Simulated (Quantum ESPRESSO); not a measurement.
# SiO2: equation of state with PBE

SiO2:

```
Si O
1.0
    -2.62334    4.77675    4.44167
     2.62334   -4.77675    4.44167
     2.62334    4.77675   -4.44167
Si O
4 8
Direct
  0.26034 0.84494 0.41540
  0.07045 0.15506 0.91540
  0.73966 0.15506 0.58460
  0.92955 0.84494 0.08460
  0.50000 0.00000 0.50000
  0.00000 0.00000 0.00000
  0.79318 0.00000 0.29318
  0.20682 0.50000 0.20682
  0.20682 0.00000 0.70682
  0.79318 0.50000 0.79318
  0.86931 0.11931 0.75000
  0.13069 0.88069 0.25000
```

The cell comes from a database or a generator and needn't be the stable form of this composition.

| Item | Value |
| --- | --- |
| Program | Quantum ESPRESSO 7.5 |
| Task | equation of state |
| Functional | PBE |
| Potentials or basis | SSSP 1.3 efficiency PBE |
| Cutoff | 748 eV |
| Density cutoff | 5987 eV |
| k mesh | 5 × 5 × 5 |
| Occupations | fermi-dirac, width 0.05 eV |
| Spin | no spin polarisation |
| Mixing beta | 0.5 |
| Most SCF iterations | 120 |
| SCF threshold | 2.4e-09 Ry |

| Item | Value |
| --- | --- |
| Equilibrium volume | 19.09 Å³/atom |
| Bulk modulus at fixed shape and positions | 129 GPa |
| Pressure derivative of the bulk modulus | 4.1 |

Energy against volume, from the lowest point:
```tsv
volume (Å³/atom)	energy (meV/atom)
17.440	66.11
17.811	38.05
18.182	18.19
18.553	5.73
18.924	0.00
19.295	0.35
19.666	6.20
```

All runs of the series together: 23 min on 2 threads of Arm Neoverse V1 (shared host).

Caveat: the cell was scaled at fixed shape and fractional positions, which overstates the stiffness of a crystal with free parameters, most of all of layers and chains.
